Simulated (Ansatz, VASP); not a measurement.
## BeTe: VASP beside Ansatz

```
Be Te
1.0
     0.00000    2.62559    2.62559
     2.62559    0.00000    2.62559
     2.62559    2.62559    0.00000
Be Te
1 1
Direct
  0.50000 0.50000 0.50000
  0.00000 0.00000 0.00000
```

Change from the starting cell: volume scaled by 0.94.

Alike in both runs: task single point; functional PBE; k mesh 9 × 9 × 9; occupations fermi-dirac, width 0.05 eV; no spin polarisation.

|  | VASP | Ansatz |
| --- | --- | --- |
| version | VASP 6.6.1 | Ansatz 0.2.0 |
| potentials or method | VASP PAW PBE potentials, release 64 (Be, Te) | Ansatz PAW |
| plane-wave cutoff (eV) | 520 | 420 |
| valence electrons in the cell | 8 | 18 |

Ansatz gave:

- gap on the k mesh at the Fermi level (eV): none
- pressure (GPa): 4.6

Problem. Estimate VASP's values.

Solution. gap on the k mesh at the Fermi level (eV): none; pressure (GPa): 4.7.

A gap of «none» marks a metal or a gap that the smearing closes. The two sets of potentials don't hold the same shells in valence.

Spin-orbit coupling is left out, which matters for the levels of Te.
